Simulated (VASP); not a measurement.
# C in VASP: notebook, part 2 of 2

VASP 6.6.1. The steps go on from the part before.

### 3 Relaxation of the atoms, LDA

INCAR reads:

```
ALGO = Normal
EDIFF = 1E-7
EDIFFG = -0.01
ENCUT = 450
IBRION = 2
ISIF = 2
ISMEAR = -1
LASPH = True
LCHARG = False
LREAL = False
LWAVE = False
NELM = 80
NSW = 60
PREC = Accurate
SIGMA = 0.05
```

KPOINTS reads:

```
k-points
0
Gamma
  8 4 1
```

POSCAR reads:

```
C
1.0
    2.5222498885      0.0000000000      0.0000000000
    0.0000000000      5.0444997770      0.0000000000
    0.0000000000      0.0000000000     19.8257500000
C
20
Direct
    0.0000000000      0.1132173594      0.6973632776
    0.0000000000      0.3867826406      0.6973632776
    0.5000000000      0.0000000000      0.6574278401
    0.5000000000      0.5000000000      0.6574278401
    0.5000000000      0.2500000000      0.6124484572
    0.5000000000      0.7500000000      0.6124484572
    0.0000000000      0.2500000000      0.5674690743
    0.0000000000      0.7500000000      0.5674690743
    0.0000000000      0.0000000000      0.5224896914
    0.0000000000      0.5000000000      0.5224896914
    0.5000000000      0.0000000000      0.4775103086
    0.5000000000      0.5000000000      0.4775103086
    0.5000000000      0.2500000000      0.4325309257
    0.5000000000      0.7500000000      0.4325309257
    0.0000000000      0.2500000000      0.3875515428
    0.0000000000      0.7500000000      0.3875515428
    0.0000000000      0.0000000000      0.3425721599
    0.0000000000      0.5000000000      0.3425721599
    0.5000000000      0.1132173594      0.3026367224
    0.5000000000      0.3867826406      0.3026367224
```

Potentials or basis: VASP PAW LDA potentials, release 64 (C).

Run with:

```
> cat potpaw_LDA.64/C/POTCAR > POTCAR
> mpirun -np 1 vasp_std > vasp.out
```

OUTCAR:

```text
EDIFF = 1E-7
   EDIFFG = -0.01
   ENCUT = 450
   IBRION = 2
   ISIF = 2
   ISMEAR = -1
   LASPH = True
   LREAL = False
   NELM = 80
   NSW = 60
   PREC = Accurate

 ion  position               nearest neighbor table
   1  0.000  0.113  0.697-   2 1.38   3 1.59   3 1.59
   2  0.000  0.387  0.697-   1 1.38   4 1.59   4 1.59
   3  0.500  0.000  0.657-   5 1.54   6 1.54   1 1.59   1 1.59
   4  0.500  0.500  0.657-   5 1.54   6 1.54   2 1.59   2 1.59
   5  0.500  0.250  0.612-   3 1.54   4 1.54   7 1.54   7 1.54
   6  0.500  0.750  0.612-   3 1.54   4 1.54   8 1.54   8 1.54
   7  0.000  0.250  0.567-   5 1.54   9 1.54  10 1.54   5 1.54
   8  0.000  0.750  0.567-   6 1.54   9 1.54  10 1.54   6 1.54
[... 8 lines left out ...]
  17  0.000  0.000  0.343-  15 1.54  16 1.54  19 1.59  19 1.59
  18  0.000  0.500  0.343-  15 1.54  16 1.54  20 1.59  20 1.59
  19  0.500  0.113  0.303-  20 1.38  17 1.59  17 1.59
  20  0.500  0.387  0.303-  19 1.38  18 1.59  18 1.59

  LATTYP: Found a simple orthorhombic cell.
 ALAT       =     2.5222498885
 B/A-ratio  =     2.0000000000
 C/A-ratio  =     7.8603432952

  Lattice vectors:

 A1 = (   2.5222498885,   0.0000000000,   0.0000000000)
 A2 = (   0.0000000000,   5.0444997770,   0.0000000000)
 A3 = (   0.0000000000,   0.0000000000,  19.8257500000)

Analysis of symmetry for initial positions (statically):
=====================================================================
 Subroutine PRICEL returns:
 Original cell was already a primitive cell.

 Routine SETGRP: Setting up the symmetry group for a
 simple orthorhombic supercell.

 Subroutine GETGRP returns: Found  8 space group operations
 (whereof  2 operations were pure point group operations)
 out of a pool of  8 trial point group operations.

The static configuration has the point symmetry C_1h.
 The point group associated with its full space group is D_2h.

Analysis of symmetry for dynamics (positions and initial velocities):
=====================================================================
 Subroutine PRICEL returns:
 Original cell was already a primitive cell.

 Routine SETGRP: Setting up the symmetry group for a
 simple orthorhombic supercell.

 Subroutine GETGRP returns: Found  8 space group operations
 (whereof  2 operations were pure point group operations)
 out of a pool of  8 trial point group operations.

The dynamic configuration has the point symmetry C_1h.
 The point group associated with its full space group is D_2h.

 Subroutine INISYM returns: Found  8 space group operations
 (whereof  2 operations are pure point group operations),
 and found     1 'primitive' translations

----------------------------------------------------------------------------------------

                                     Primitive cell

  volume of cell :     252.2527

  direct lattice vectors                    reciprocal lattice vectors
     2.522249889  0.000000000  0.000000000     0.396471422  0.000000000  0.000000000
     0.000000000  5.044499777  0.000000000     0.000000000  0.198235711  0.000000000
     0.000000000  0.000000000 19.825750000     0.000000000  0.000000000  0.050439454

  length of vectors
     2.522249889  5.044499777 19.825750000     0.396471422  0.198235711  0.050439454

  position of ions in fractional coordinates (direct lattice)
     0.000000000  0.113217359  0.697363278
     0.000000000  0.386782641  0.697363278
     0.500000000  0.000000000  0.657427840
[... 80 lines left out ...]
  0.125000  0.500000  0.000000      2.000000
  0.250000  0.500000  0.000000      2.000000
  0.375000  0.500000  0.000000      2.000000
  0.500000  0.500000  0.000000      1.000000
   k-points           NKPTS =     15   k-points in BZ     NKDIM =     15   number of bands    NBANDS=     51
   number of dos      NEDOS =    301   number of ions     NIONS =     20
   total plane-waves  NPLWV =  90720
   dimension x,y,z NGX =    18 NGY =   36 NGZ =  140
   dimension x,y,z NGXF=    36 NGYF=   72 NGZF=  280
   ions per type =              20
   NGX,Y,Z   is equivalent  to a cutoff of  11.86, 11.86, 11.74 a.u.
   NGXF,Y,Z  is equivalent  to a cutoff of  23.73, 23.73, 23.48 a.u.
 SYSTEM =  unknown system
   PREC   = accura    normal or accurate (medium, high low for compatibility)
   ISTART =      0    job   : 0-new  1-cont  2-samecut
   ICHARG =      2    charge: 1-file 2-atom 10-const
   ISPIN  =      1    spin polarized calculation?
   LNONCOLLINEAR =      F non collinear calculations
   LSORBIT =      F    spin-orbit coupling
   LASPH  =      T    aspherical Exc in radial PAW
   ENCUT  =  450.0 eV  33.07 Ry    5.75 a.u.   4.36  8.73 34.29*2*pi/ulx,y,z
   NELM   =     80;   NELMIN=  2; NELMDL= -5     # of ELM steps
   EDIFF  = 0.1E-06   stopping-criterion for ELM
   LREAL  =      F    real-space projection
   EDIFFG = -.1E-01   stopping-criterion for IOM
   NSW    =     60    number of steps for IOM
   IBRION =      2    ionic relax: 0-MD 1-quasi-New 2-CG
   NFREE  =      1    steps in history (QN), initial steepest desc. (CG)
   ISIF   =      2    stress and relaxation
   ISYM   =      2    0-nonsym 1-usesym 2-fastsym
   POTIM  = 0.5000    time-step for ionic-motion
   TEBEG  =    0.0;   TEEND  =   0.0 temperature during run
   PSTRESS=    0.0 pullay stress
   NELECT =      80.0000    total number of electrons
   NUPDOWN=      -1.0000    fix difference up-down
   EMIN   =  10.00;   EMAX   =-10.00  energy-range for DOS
   EFERMI =   0.00;   METHOD = LEGACY
   ISMEAR =    -1;   SIGMA  =   0.05  broadening in eV -4-tet -1-fermi 0-gaus
   EFERMI_NEDOS =   21; number of points for ismear=-14 and -15
   IALGO  =     38    algorithm
   IMIX   =      4    mixing-type and parameters
     AMIX     =   0.40;   BMIX     =  1.00
     AMIX_MAG =   1.60;   BMIX_MAG =  1.00
  volume/ion in A,a.u.               =      12.61        85.11
  Fermi-wavevector in a.u.,A,eV,Ry     =   1.116416  2.109721 16.958106  1.246386
  Thomas-Fermi vector in A             =   2.253030
   LORBIT       =      0    0 simple, 1 ext, 2 COOP (PROOUT), +10 PAW based schemes
   GGA     = CA    functional components
   LHFCALC =     F    Hartree Fock is set to
   AEXX    =    0.0000 exact exchange contribution
   IVDW    =     0    specifies the selected vdW correction
   LEPSILON=     F    determine dielectric tensor
   LRPA    =     F    only Hartree local field effects (RPA)
 conjugate gradient relaxation of ions
 non-spin polarized calculation
  energy-cutoff  :      450.00
  volume of cell :      252.25
 maximum number of plane-waves:      5525
 NGX is ok and might be reduce to    18
   NGX =  9   NGY = 17   NGZ = 69

--------------------------------------- Ionic step        1  -------------------------------------------

 number of electron      80.0000000 magnetization

 Free energy of the ion-electron system (eV)
  ---------------------------------------------------
  ext. energy  EPLUGINS =         0.00000000
  ---------------------------------------------------
  free energy    TOTEN  =      -191.57965471 eV

  energy without entropy =     -191.57962867  energy(sigma->0) =     -191.57964169

------------------------ aborting loop because EDIFF is reached ----------------------------------------

  FORCE on cell =-STRESS in cart. coord.  units (eV):
  Direction    XX          YY          ZZ          XY          YZ          ZX
  --------------------------------------------------------------------------------------
  -------------------------------------------------------------------------------------
  Total        0.8225905    -24.9159325     -9.6574132      0.0000000     -0.0000000      0.0000000
  in kB        5.2246650   -158.2529751    -61.3388392      0.0000000     -0.0000000      0.0000000
  external PRESSURE =     -71.4557164 kB  Pullay stress =       0.0000000 kB
[... 143 lines left out ...]
  FREE ENERGIE OF THE ION-ELECTRON SYSTEM (eV)
  ---------------------------------------------------
  free  energy   TOTEN  =      -193.3860791864 eV

  energy  without entropy=     -193.3860426668  energy(sigma->0) =     -193.38606093

[... ionic steps 4 to 16 ...]

--------------------------------------- Ionic step       17  -------------------------------------------

 number of electron      79.9999997 magnetization

------------------------ aborting loop because EDIFF is reached ----------------------------------------
[... 103 lines left out ...]
--------------------------------------- Ionic step       19  -------------------------------------------

 number of electron      79.9999997 magnetization

 Free energy of the ion-electron system (eV)
  ---------------------------------------------------
  ext. energy  EPLUGINS =         0.00000000
  ---------------------------------------------------
  free energy    TOTEN  =      -194.05373059 eV

  energy without entropy =     -194.05373007  energy(sigma->0) =     -194.05373033

 E-fermi :   1.8667     XC(G=0):  -6.9957

 val. band max:        1.2078342611   @ k =   0.1250   0.5000   0.0000
 cond. band min:       2.5504710288   @ k =   0.5000   0.5000   0.0000
 fundamental gap:      1.3426367677
 Fermi energy:         1.8666649373

 k-point     1 :       0.0000    0.0000    0.0000
  band No.  band energies     occupation
      1     -20.3270      2.00000
      2     -19.6134      2.00000
      3     -18.3287      2.00000
      4     -16.3352      2.00000
      5     -15.7024      2.00000
      6     -15.6784      2.00000
[... 846 lines left out ...]
  FREE ENERGIE OF THE ION-ELECTRON SYSTEM (eV)
  ---------------------------------------------------
  free  energy   TOTEN  =      -194.0537305950 eV

  energy  without entropy=     -194.0537300689  energy(sigma->0) =     -194.05373033

 reached required accuracy - stopping structural energy minimisation
```

Wall time 66 min (1 thread of AMD EPYC 7R43 (Zen 3), shared host); peak memory 0.24 GiB.

What came out:

```yaml
Free_energy: -194.0537 eV
Energy_gained_by_relaxing: 123.7 meV/atom
Ionic_steps: 19
Largest_force_after_relaxing: 0.010 eV/Å
Band_gap_on_the_k_mesh: 1.34 eV, indirect (least direct gap 2.04 eV)
```

Forces on the atoms (eV/Å):
```
C    0.000  0.009 -0.002
C    0.000 -0.009 -0.002
C    0.000 -0.009  0.003
C    0.000  0.009  0.003
C    0.000  0.000  0.000
C    0.000  0.000  0.009
C    0.000  0.000  0.004
C    0.000  0.000 -0.006
C    0.000 -0.004 -0.001
C    0.000  0.004 -0.001
C    0.000 -0.004  0.001
C    0.000  0.004  0.001
C    0.000  0.000 -0.004
C    0.000  0.000  0.006
C    0.000  0.000  0.000
C    0.000  0.000 -0.009
C    0.000 -0.009 -0.003
C    0.000  0.009 -0.003
C    0.000  0.009  0.002
C    0.000 -0.009  0.002
```

Step by step:
| step | energy change (eV) | largest force (eV/Å) | pressure (GPa) |
| --- | --- | --- | --- |
| 1 | 0.0000 | 5.1042 | -7.15 |
| 2 | 1.8236 | 8.3503 | 0.18 |
| 3 | -1.8064 | 1.8955 | -5.79 |
| 4 | -2.0496 | 4.0625 | -2.18 |
| 5 | -2.2440 | 1.2082 | -3.84 |
| 6 | -2.3996 | 0.9292 | -4.39 |
| 7 | -2.4246 | 0.4943 | -4.29 |
| 8 | -2.4373 | 0.5192 | -3.89 |
| 9 | -2.4467 | 0.2320 | -4.06 |
| 10 | -2.4545 | 0.2379 | -3.81 |
| 11 | -2.4547 | 0.2111 | -3.84 |
| 12 | -2.4633 | 0.1523 | -3.51 |
| 13 | -2.4668 | 0.2430 | -3.12 |
| 14 | -2.4722 | 0.1031 | -2.94 |
| 15 | -2.4731 | 0.0974 | -2.83 |
| 16 | -2.4739 | 0.0458 | -2.72 |
| 17 | -2.4740 | 0.0448 | -2.67 |
| 18 | -2.4741 | 0.0119 | -2.65 |
| 19 | -2.4741 | 0.0097 | -2.65 |

Final structure:
```xyz
20
Lattice="2.5222 0.0000 0.0000 0.0000 5.0445 0.0000 0.0000 0.0000 19.8257" Properties=species:S:1:pos:R:3 pbc="T T T"
C     0.0000    0.5754   13.7075
C     0.0000    1.9469   13.7075
C     1.2611    0.0946   13.0411
C     1.2611    2.4277   13.0411
C     1.2611    1.2611   11.9787
C     1.2611    3.7834   12.2602
C     0.0000    1.2611   11.1461
C     0.0000    3.7834   11.3297
C     0.0000    4.9979   10.3537
C     0.0000    2.5689   10.3537
C     1.2611    4.9979    9.4721
C     1.2611    2.5689    9.4721
C     1.2611    1.2611    8.6796
C     1.2611    3.7834    8.4961
C     0.0000    1.2611    7.8471
C     0.0000    3.7834    7.5656
C     0.0000    0.0946    6.7846
C     0.0000    2.4277    6.7846
C     1.2611    0.5754    6.1183
C     1.2611    1.9469    6.1183
```

Levels at points of the mesh, in eV from the valence-band top:
```tsv
k point	band 37	band 38	band 39	band 40	band 41	band 42	band 43	band 44
(0.00, 0.00, 0.00)	-1.48	-1.31	-0.33	-0.08	2.48	2.53	3.78	3.96
(0.50, 0.00, 0.00)	-2.78	-2.78	-1.84	-1.84	1.39	1.39	5.32	5.32
(0.00, 0.50, 0.00)	-1.71	-1.09	-0.22	-0.15	1.99	2.08	5.07	5.58
(0.50, 0.50, 0.00)	-4.55	-4.55	-1.57	-1.57	1.34	1.34	5.35	5.35
```

Caveat: the cutoff is under 1.25 times the usual one of these potentials, so pressure, stress and relaxed cells hold a basis-set (Pulay) error.
